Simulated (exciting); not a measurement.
# BN (F-43m) in exciting: a series of runs

Aim: see how the results for BN move with the level of theory and the settings. Levels: LDA, PBEsol, RPBE, revPBE. Tasks: band structure.

Program: exciting (release sodium). These are calculated values, not measurements. Logs are shortened: lines on timing, memory, paths and dates and some standing lists are left out, and cuts for length are marked.

**Experimental background.**

From a printed reference work, monograph, for a bulk crystal of BN at 300 K: band gap 6.4 eV (indirect).

How close the calculation comes is told below.

## 1. Starting point

The structure is cubic, space group F-43m (No. 216). The conventional cell has a = 3.626 Å, b = 3.626 Å, c = 3.626 Å, α = 90.00°, β = 90.00°, γ = 90.00°. Around N (site symmetry -43m) lie 4 B at 1.57 Å. Around B (site symmetry -43m) lie 4 N at 1.57 Å.

The cell is a database's computed one.

## 2. Band structure, LDA

The input, input.xml:

```xml
<input>
  <title>BN</title>
  <structure speciespath="./" tshift="false">
    <crystal scale="1">
      <basevect>0.000000000000 3.426075353673 3.426075353673</basevect>
      <basevect>3.426075353673 0.000000000000 3.426075353673</basevect>
      <basevect>3.426075353673 3.426075353673 0.000000000000</basevect>
    </crystal>
    <species speciesfile="N.xml" rmt="1.38">
      <atom coord="0.250000000000 0.250000000000 0.250000000000"/>
    </species>
    <species speciesfile="B.xml" rmt="1.38">
      <atom coord="0.000000000000 0.000000000000 0.000000000000"/>
    </species>
  </structure>
  <groundstate do="fromscratch" ngridk="13 13 13" rgkmax="7.5" gmaxvr="15" lmaxapw="10" lmaxmat="10" lmaxvr="8" xctype="LDA_PW" stype="Fermi Dirac" swidth="0.00183747" nempty="10" ValenceRelativity="iora*" epsengy="1e-05" epspot="1e-05" maxscl="60" outputlevel="low"/>
  <properties>
    <bandstructure>
      <plot1d>
        <path steps="80">
          <point coord="0 0 0" label="G"/>
          <point coord="0.5 0 0.5" label="X"/>
          <point coord="0.5 0.25 0.75" label="W"/>
          <point coord="0.375 0.375 0.75" label="K"/>
          <point coord="0 0 0" label="G"/>
          <point coord="0.5 0.5 0.5" label="L"/>
          <point coord="0.625 0.25 0.625" label="U"/>
          <point coord="0.5 0.25 0.75" label="W"/>
          <point coord="0.5 0.5 0.5" label="L"/>
          <point coord="0.375 0.375 0.75" label="K" breakafter="true"/>
          <point coord="0.625 0.25 0.625" label="U"/>
          <point coord="0.5 0 0.5" label="X"/>
        </path>
      </plot1d>
    </bandstructure>
    <dos nwdos="300" winddos="-0.6 0.5" inttype="tetra" ngrdos="100" nsmdos="2"/>
  </properties>
</input>
```

Potentials or basis: all-electron LAPW+lo, shipped species files, valence relativity iora*.

Run with:

```
OMP_NUM_THREADS=1 exciting_smp
```

INFO.OUT:

```text
================================================================================
EXCITING SODIUM started
All units are atomic (Hartree, Bohr, etc.)
================================================================================

********************************************************************************
* Ground-state run starting from atomic densities                              *
********************************************************************************

++++++++++++++++++++++++++++++++++++++++++++++++++++++++++++++++++++++++++++++++
+ Starting initialization                                                      +
++++++++++++++++++++++++++++++++++++++++++++++++++++++++++++++++++++++++++++++++

 Lattice vectors (cartesian) :
      0.0000000000      3.4260753537      3.4260753537
      3.4260753537      0.0000000000      3.4260753537
      3.4260753537      3.4260753537      0.0000000000

 Reciprocal lattice vectors (cartesian) :
     -0.9169654282      0.9169654282      0.9169654282
      0.9169654282     -0.9169654282      0.9169654282
      0.9169654282      0.9169654282     -0.9169654282

 Unit cell volume                           :      80.4304924403
 Brillouin zone volume                      :       3.0840320122

 Species :    1 (N)
     parameters loaded from                 :    N.xml
     name                                   :    nitrogen

     atomic positions (lattice) :
       1 :   0.25000000  0.25000000  0.25000000

 Species :    2 (B)
     parameters loaded from                 :    B.xml
     name                                   :    boron

     atomic positions (lattice) :
       1 :   0.00000000  0.00000000  0.00000000

 Total number of atoms per unit cell        :       2

 Spin treatment                             :    spin-unpolarised

 Number of Bravais lattice symmetries       :      48
 Number of crystal symmetries               :      24

 k-point grid                               :      13   13   13
 Total number of k-points                   :     140
 k-point set is reduced with crystal symmetries

 R^MT_min * |G+k|_max (rgkmax)              :       7.50000000

 G-vector grid sizes                        :      24    24    24
 Total number of G-vectors                  :    4621

 Total nuclear charge                       :     -12.00000000
 Total electronic charge                    :      12.00000000

 Number of empty states                     :      10
 Total number of valence states             :      15

 Exchange-correlation type                  :       3
     Perdew-Wang, Phys. Rev. B 45, 13244 (1992)

 Smearing scheme                            :    Fermi-Dirac
 Smearing width                             :       0.00183747

++++++++++++++++++++++++++++++++++++++++++++++++++++++++++++++++++++++++++++++++
+ Ending initialization                                                        +
++++++++++++++++++++++++++++++++++++++++++++++++++++++++++++++++++++++++++++++++

********************************************************************************
* Groundstate module started                                                   *
********************************************************************************
 Output level for this task is set to low

++++++++++++++++++++++++++++++++++++++++++++++++++++++++++++++++++++++++++++++++
+ Self-consistent loop started                                                 +
++++++++++++++++++++++++++++++++++++++++++++++++++++++++++++++++++++++++++++++++
 Density and potential initialised from atomic data

++++++++++++++++++++++++++++++++++++++++++++++++++++++++++++++++++++++++++++++++
+ SCF iteration number :    1                                                  +
++++++++++++++++++++++++++++++++++++++++++++++++++++++++++++++++++++++++++++++++
 Total energy                               :       -80.65029140
 _______________________________________________________________
 Fermi energy                               :         0.37975856
 DOS at Fermi energy (states/Ha/cell)       :         0.00000000
 Electron charge: Core leakage              :         0.00134762

 Estimated fundamental gap                  :         0.22836002
        valence-band maximum at    1      0.0000  0.0000  0.0000
     conduction-band minimum at   64      0.4615  0.4615  0.0000

++++++++++++++++++++++++++++++++++++++++++++++++++++++++++++++++++++++++++++++++
+ SCF iteration number :    2                                                  +
++++++++++++++++++++++++++++++++++++++++++++++++++++++++++++++++++++++++++++++++
 Total energy                               :       -79.81178638
 _______________________________________________________________
 Fermi energy                               :         0.40011473
 DOS at Fermi energy (states/Ha/cell)       :         0.00000000
 Electron charge: Core leakage              :         0.00133807

 Estimated fundamental gap                  :         0.19382001
        valence-band maximum at    1      0.0000  0.0000  0.0000
     conduction-band minimum at   64      0.4615  0.4615  0.0000

 RMS change in effective potential (target) :  0.411938E-01  ( 0.100000E-04)
 Absolute change in total energy   (target) :  0.838505      ( 0.100000E-04)
 Charge distance                   (target) :  0.322379E-01  ( 0.100000E-04)

++++++++++++++++++++++++++++++++++++++++++++++++++++++++++++++++++++++++++++++++
+ SCF iteration number :    3                                                  +
++++++++++++++++++++++++++++++++++++++++++++++++++++++++++++++++++++++++++++++++
 Total energy                               :       -79.43364150
 _______________________________________________________________
 Fermi energy                               :         0.40998953
 DOS at Fermi energy (states/Ha/cell)       :         0.00000000
 Electron charge: Core leakage              :         0.00133613

 Estimated fundamental gap                  :         0.17775278
        valence-band maximum at    1      0.0000  0.0000  0.0000
     conduction-band minimum at   64      0.4615  0.4615  0.0000

 RMS change in effective potential (target) :  0.193584E-01  ( 0.100000E-04)
 Absolute change in total energy   (target) :  0.378145      ( 0.100000E-04)
 Charge distance                   (target) :  0.138582E-01  ( 0.100000E-04)
[... 86 lines left out ...]
++++++++++++++++++++++++++++++++++++++++++++++++++++++++++++++++++++++++++++++++
+ SCF iteration number :    9                                                  +
++++++++++++++++++++++++++++++++++++++++++++++++++++++++++++++++++++++++++++++++
 Total energy                               :       -79.11854364
 _______________________________________________________________
 Fermi energy                               :         0.42040528
 DOS at Fermi energy (states/Ha/cell)       :         0.00000000
 Electron charge: Core leakage              :         0.00133919

 Estimated fundamental gap                  :         0.16233897
        valence-band maximum at    1      0.0000  0.0000  0.0000
     conduction-band minimum at   64      0.4615  0.4615  0.0000

 RMS change in effective potential (target) :  0.176413E-07  ( 0.100000E-04)
 Absolute change in total energy   (target) :  0.598613E-06  ( 0.100000E-04)
 Charge distance                   (target) :  0.837734E-07  ( 0.100000E-04)

++++++++++++++++++++++++++++++++++++++++++++++++++++++++++++++++++++++++++++++++
+ SCF iteration number :   10                                                  +
++++++++++++++++++++++++++++++++++++++++++++++++++++++++++++++++++++++++++++++++
 Total energy                               :       -79.11854394
 _______________________________________________________________
 Fermi energy                               :         0.42040527
 DOS at Fermi energy (states/Ha/cell)       :         0.00000000
 Electron charge: Core leakage              :         0.00133919

 Estimated fundamental gap                  :         0.16233898
        valence-band maximum at    1      0.0000  0.0000  0.0000
     conduction-band minimum at   64      0.4615  0.4615  0.0000

 RMS change in effective potential (target) :  0.143896E-08  ( 0.100000E-04)
 Absolute change in total energy   (target) :  0.297687E-06  ( 0.100000E-04)
 Charge distance                   (target) :  0.109117E-07  ( 0.100000E-04)

++++++++++++++++++++++++++++++++++++++++++++++++++++++++++++++++++++++++++++++++
| Convergency criteria checked for the last 2 iterations                       +
| Convergence targets achieved. Performing final SCF iteration                 +
++++++++++++++++++++++++++++++++++++++++++++++++++++++++++++++++++++++++++++++++
 Total energy                               :       -79.11854392
 _______________________________________________________________
 Fermi energy                               :         0.42040527
 DOS at Fermi energy (states/Ha/cell)       :         0.00000000
 Electron charge: Core leakage              :         0.00133919

 Estimated fundamental gap                  :         0.16233898
        valence-band maximum at    1      0.0000  0.0000  0.0000
     conduction-band minimum at   64      0.4615  0.4615  0.0000

++++++++++++++++++++++++++++++++++++++++++++++++++++++++++++++++++++++++++++++++
+ Self-consistent loop stopped                                                 +
++++++++++++++++++++++++++++++++++++++++++++++++++++++++++++++++++++++++++++++++
 STATE.OUT is written

********************************************************************************
* Groundstate module stopped                                                   *
********************************************************************************

================================================================================
| EXCITING SODIUM stopped                                                      =
================================================================================
```

Run time: 91 s. Hardware: 1 thread of Arm Neoverse V2, shared host; peak memory 0.12 GiB.

What came out:

```
Free energy             : -2152.9253 eV
Band gap on the k mesh  : 4.42 eV, indirect (least direct gap 8.65 eV)
Band gap along the path : 4.34 eV, indirect (least direct gap 8.65 eV)
```

Levels at the corners of the path, in eV from the valence-band top:
| point | band 1 | band 2 | band 3 | band 4 | band 5 | band 6 | band 7 | band 8 |
| --- | --- | --- | --- | --- | --- | --- | --- | --- |
| Γ | -19.97 | 0.00 | 0.00 | 0.00 | 8.65 | 8.65 | 8.65 | 10.28 |
| X | -14.37 | -8.82 | -4.88 | -4.88 | 4.34 | 9.10 | 17.58 | 17.58 |
| W | -14.04 | -7.47 | -6.96 | -6.50 | 9.40 | 13.12 | 14.20 | 14.53 |
| K | -14.27 | -8.02 | -7.65 | -4.06 | 6.77 | 12.69 | 15.54 | 16.40 |
| Γ | -19.97 | 0.00 | 0.00 | 0.00 | 8.65 | 8.65 | 8.65 | 10.28 |
| L | -15.73 | -10.62 | -1.93 | -1.93 | 10.09 | 10.52 | 10.52 | 14.94 |
| U | -14.27 | -8.02 | -7.65 | -4.06 | 6.77 | 12.69 | 15.54 | 16.40 |
| W | -14.04 | -7.47 | -6.96 | -6.50 | 9.40 | 13.12 | 14.20 | 14.53 |
| L | -15.73 | -10.62 | -1.93 | -1.93 | 10.09 | 10.52 | 10.52 | 14.94 |
| K | -14.27 | -8.02 | -7.65 | -4.06 | 6.77 | 12.69 | 15.54 | 16.40 |
| U | -14.27 | -8.02 | -7.65 | -4.06 | 6.77 | 12.69 | 15.54 | 16.40 |
| X | -14.37 | -8.82 | -4.88 | -4.88 | 4.34 | 9.10 | 17.58 | 17.58 |

States per cell in windows of 0.5 eV (zero at the valence-band top; states under -8 eV left out):
| from (eV) | total |
| --- | --- |
| -8.0 | 0.23 |
| -7.5 | 0.22 |
| -7.0 | 0.26 |
| -6.5 | 0.28 |
| -6.0 | 0.32 |
| -5.5 | 0.37 |
| -5.0 | 0.45 |
| -4.5 | 0.44 |
| -4.0 | 0.43 |
| -3.5 | 0.42 |
| -3.0 | 0.41 |
| -2.5 | 0.40 |
| -2.0 | 0.29 |
| -1.5 | 0.19 |
| -1.0 | 0.13 |
| -0.5 | 0.05 |
| 0.0 | 0.00 |
| 0.5 | 0.00 |
| 1.0 | 0.00 |
| 1.5 | 0.00 |
| 2.0 | 0.00 |
| 2.5 | 0.00 |
| 3.0 | 0.00 |
| 3.5 | 0.00 |
| 4.0 | 0.00 |
| 4.5 | 0.02 |
| 5.0 | 0.04 |
| 5.5 | 0.06 |
| 6.0 | 0.08 |
| 6.5 | 0.11 |
| 7.0 | 0.14 |
| 7.5 | 0.18 |

[end of part 1 of 2]
